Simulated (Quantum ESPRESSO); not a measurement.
Eu2O3 under changes of volume

One of the cells (14.469 Å³/atom); the others are scaled copies at fixed shape and fractional positions:

```xyz
5
Lattice="3.7883 0.0000 0.0000 -1.8941 3.2808 0.0000 0.0000 0.0000 5.8208" Properties=species:S:1:pos:R:3 pbc="T T T"
Eu    0.0000    2.1872    1.4112
Eu    1.8941    1.0936    4.4096
O     0.0000    2.1872    3.7900
O     1.8941    1.0936    2.0309
O     0.0000    0.0000    0.0000
```

Measurements of this composition are mostly on another form, of space group No. 206.

```yaml
Program: Quantum ESPRESSO 7.5
Functional: PBEsol
Potentials_or_basis: SSSP 1.3 efficiency PBE
Cutoff: 748 eV
Density_cutoff: 5987 eV
k_mesh: 8 × 8 × 5
Occupations: fermi-dirac, width 0.05 eV
Spin: collinear spin, ferromagnetic start
Starting_moments: "[7.0, 7.0, 0.0, 0.0, 0.0] μB"
```

```csv
volume (Å³/atom),energy over the lowest point (meV/atom),pressure (GPa),largest force (eV/Å)
13.601,10.25,6.2,0.240
13.890,2.14,2.7,0.109
14.179,0.00,-0.4,0.078
14.469,3.17,-3.2,0.165
14.758,11.06,-5.7,0.279
15.048,23.16,-7.9,0.385
15.337,?,?,?
```

Question: What does the run at 15.337 Å³/atom give?

Answer: Energy over the lowest point 39.01 meV/atom; pressure -9.8 GPa; largest force 0.482 eV/Å.

Worked out: A Birch-Murnaghan fit of order 3 (a polynomial in V^(-2/3)) to the other rows has its minimum at 14.15 Å³/atom with B0 = V·E''(V) = 146 GPa and B' = 4.8 at fixed shape and positions, which overstates the stiffness. It gives 38.94 meV/atom at 15.337 Å³/atom, against the run's 39.01, and -dE/dV = -9.7 GPa, against -9.8.

Energies are extrapolated to zero smearing.

Caveats: the potentials were made for another functional, which shifts forces and pressure; without U or exact exchange the open f shell lies at the Fermi level, which spoils levels, moments and volumes.
